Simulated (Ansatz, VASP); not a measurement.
One calculation of SrO, two programs

Contents of INCAR:

```
SYSTEM = SrO
  ALGO = Normal
  EDIFF = 1E-7
  ENCUT = 520
  GGA = CA
  ISIF = 2
  ISMEAR = 0
  LASPH = .True.
  LCHARG = .False.
  LREAL = .False.
  LWAVE = .False.
  NBANDS = 15
  NELM = 60
  PREC = Accurate
  SIGMA = 0.05
```

The input KPOINTS:

```
k-points
0
Gamma
  8 8 8
  0 0 0
```

File POSCAR:

```
SrO
1.0
    0.0000000000      2.6982900000      2.4413100000
    2.6982900000      0.0000000000      2.4413100000
    2.6982900000      2.6982900000      0.0000000000
Sr O
1 1
Direct
    0.0000000000      0.0000000000      0.0000000000
    0.5000000000      0.5000000000      0.5000000000
```

Input for Ansatz:

```yaml
crystal:
  lattice:
    - [0.0, 2.69829, 2.44131]
    - [2.69829, 0.0, 2.44131]
    - [2.69829, 2.69829, 0.0]
  atoms:
    - { symbol: Sr, position: [0.0, 0.0, 0.0] }
    - { symbol: O, position: [0.5, 0.5, 0.5] }
basis:
  ecutwfc: 420
kpoints:
  mp_grid: { grid: [8, 8, 8] }
hamiltonian:
  xc: lda
scf:
  occupations: { method: gaussian, width: 0.05 }
output:
  forces: true
  stress: true
  eigenvalues: true
```

Change from the starting cell: strain +0.050 along x and y, -0.050 along z, atoms carried along.

Alike in both runs: task single point; functional LDA; k mesh 8 × 8 × 8; occupations gaussian, width 0.05 eV; no spin polarisation.

```csv
,VASP,Ansatz
version,VASP 6.6.1,Ansatz 0.2.0
potentials or method,"VASP PAW LDA potentials, release 64 (Sr_sv, O)","scalar-relativistic, plane waves, PAW"
plane-wave cutoff (eV),520,420
valence electrons in the cell,16,16
```

```tsv
	VASP	Ansatz	Ansatz less VASP
gap on the k mesh at the Fermi level (eV)	2.62	2.68	+0.062
least direct gap on the mesh (eV)	2.94	2.98	+0.041
pressure (GPa)	-5.1	-5.8	-0.64
largest component of the traceless stress (GPa)	8.31	7.74	-0.568
```

A k mesh can miss the band edges.
